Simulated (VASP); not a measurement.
A run of VASP 6.6.1 is set up as follows.

The input INCAR:

```
SYSTEM = InAs
  PREC = Accurate
  ENCUT = 520
  EDIFF = 1E-7
  ISMEAR = 0
  SIGMA = 0.03
  LREAL = .False.
  LASPH = .True.
  NELM = 100
  ALGO = Normal
  ISIF = 3
  LWAVE = .False.
  LCHARG = .False.
  GGA = PS
  IBRION = 2
  NSW = 40
  EDIFFG = -0.01
```

File KPOINTS:

```
Automatic mesh
0
Gamma
  8 8 8
  0 0 0
```

File POSCAR:

```
InAs
1.0
    0.0000000000      3.0290000000      3.0290000000
    3.0290000000      0.0000000000      3.0290000000
    3.0290000000      3.0290000000      0.0000000000
In As
1 1
Direct
    0.0000000000      0.0000000000      0.0000000000
    0.2500000000      0.2500000000      0.2500000000
```

Potentials or basis: VASP PAW PBE potentials, release 64 (In_d, As).

Run with:

```sh
$ cat potpaw_PBE.64/In_d/POTCAR potpaw_PBE.64/As/POTCAR > POTCAR
$ mpirun -np 1 vasp_std > vasp.out
```

Problem. What does it give for the band gap on the k mesh?

Solution. None (metal or under the smearing width).

Problem. Predict the relaxed volume.

Solution. 28.24 Å³/atom.

Problem. What does it give for the relaxed cell?

Solution. a = 4.307 Å, b = 4.307 Å, c = 4.307 Å, α = 60.00°, β = 60.00°, γ = 60.00°.

The path:
| step | energy change (eV) | largest force (eV/Å) | pressure (GPa) | volume (Å³) |
| --- | --- | --- | --- | --- |
| 1 | 0.0000 | 0.0000 | 0.93 | 55.58 |
| 2 | -0.0021 | 0.0000 | -0.40 | 56.89 |
| 3 | -0.0026 | 0.0000 | 0.01 | 56.48 |

Caveat: the PAW data sets were made with another functional, which shifts forces and pressure a little; this crystal is a semiconductor, whose small gap the functional closes, so the metal is an error of the method.
